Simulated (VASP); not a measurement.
**NbAs under changes of volume**

One of the cells (17.743 Å³/atom); the others are scaled copies at fixed shape and fractional positions:

```xyz
4
Lattice="-1.7373 1.7373 5.8787 1.7373 -1.7373 5.8787 1.7373 1.7373 -5.8787" Properties=species:S:1:pos:R:3 pbc="T T T"
Nb    0.0000    1.7373    0.0000
Nb    0.0000    0.0000    8.8180
As    0.0000    1.7373    4.8911
As    0.0000    0.0000    1.9517
```

* Program: VASP 6.6.1
* Functional: PBEsol
* Potentials or basis: VASP PAW PBE potentials, release 64 (Nb_sv, As)
* Cutoff: 520 eV
* k mesh: 11 × 11 × 11
* Occupations: fermi-dirac, width 0.05 eV
* Spin: no spin polarisation

```tsv
volume (Å³/atom)	energy over the lowest point (meV/atom)	pressure (GPa)	largest force (eV/Å)
16.351	24.10	9.9	0.374
16.699	7.45	5.4	0.344
17.047	0.00	1.4	0.316
17.743	?	?	?
18.091	23.74	-8.3	0.243
18.438	44.44	-10.9	0.221
```

What does the run at 17.743 Å³/atom give?

Energy over the lowest point 8.96 meV/atom; pressure -5.4 GPa; largest force 0.265 eV/Å.

Worked out: A Birch-Murnaghan fit of order 3 (a polynomial in V^(-2/3)) to the other rows has its minimum at 17.18 Å³/atom with B0 = V·E''(V) = 179 GPa and B' = 4.3 at fixed shape and positions, which overstates the stiffness. It gives 8.94 meV/atom at 17.743 Å³/atom, against the run's 8.96, and -dE/dV = -5.3 GPa, against -5.4.

Energies are extrapolated to zero smearing.

Caveats: the PAW data sets were made with another functional, which shifts forces and pressure a little.
